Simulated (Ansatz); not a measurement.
# MoS2: the cost of one run

Code: Ansatz 0.2.0. PAW datasets, plane waves. Calculated at 0 K for a non-magnetic cell.

### 1 The system as given

The unstrained cell was relaxed with r2SCAN+rVV10; in each strained cell the atoms were relaxed again with r2SCAN+rVV10. Names of k-points are those of the unstrained zone, where strain can split equivalent points. First state: no strain.

The symmetry is P6_3/mmc (No. 194, hexagonal); conventional cell a = 3.173 Å, c = 12.436 Å, 18.07 Å³ an atom. Around Mo lie 6 S at 2.40 Å; around S lie 3 Mo at 2.40 Å.

The structure in full:

```cif
data_structure
_symmetry_space_group_name_H-M 'P6_3/mmc'
_symmetry_Int_Tables_number 194
_cell_length_a 3.1730
_cell_length_b 3.1730
_cell_length_c 12.4359
_cell_angle_alpha 90.000
_cell_angle_beta 90.000
_cell_angle_gamma 120.000
_cell_volume 108.43
loop_
_atom_site_label
_atom_site_type_symbol
_atom_site_symmetry_multiplicity
_atom_site_Wyckoff_symbol
_atom_site_fract_x
_atom_site_fract_y
_atom_site_fract_z
_atom_site_occupancy
Mo1 Mo 2 d 0.66667 0.33333 0.25000 1
S1 S 4 f 0.33333 0.66667 0.37510 1
```

### 2 No strain: PBE

The input, input.yaml:

```yaml
crystal:
  lattice:
    - [3.1730196207, 0.0, 0.0]
    - [-1.5865098103, 2.7479155982, 0.0]
    - [0.0, 0.0, 12.4359100517]
  atoms:
    - { symbol: Mo, position: [0.6666666667, 0.3333333333, 0.25] }
    - { symbol: Mo, position: [0.3333333333, 0.6666666667, 0.75] }
    - { symbol: S, position: [0.3333333333, 0.6666666667, 0.3750994232] }
    - { symbol: S, position: [0.6666666667, 0.3333333333, 0.8750994232] }
    - { symbol: S, position: [0.3333333333, 0.6666666667, 0.1249005768] }
    - { symbol: S, position: [0.6666666667, 0.3333333333, 0.6249005768] }
kpoints:
  mp_grid: { grid: [12, 12, 2] }
  band_path:
    path:
      - [0.0, 0.0, 0.0]
      - [0.5, 0.0, 0.0]
      - [0.3333333333, 0.3333333333, 0.0]
      - [0.0, 0.0, 0.5]
      - [0.5, 0.0, 0.5]
      - [0.3333333333, 0.3333333333, 0.5]
      - [0.177083, 0.177083, 0.0]
    npoints: 1
hamiltonian:
  xc: pbe
scf:
  occupations: { method: fermi_dirac, width: 0.02 }
  n_extra_bands: 5
output:
  forces: true
  stress: true
  eigenvalues: true
```

Started as:

```bash
ansatz run input.yaml --threads 4 --pin off --max-ram 4608MiB --backend cpu --events-out ev --progress --plain --runs-dir out
```

What time and memory should one allow on 4 threads of Arm Neoverse V1, shared host?

About 2.5 s, with a peak of 0.46 GiB.
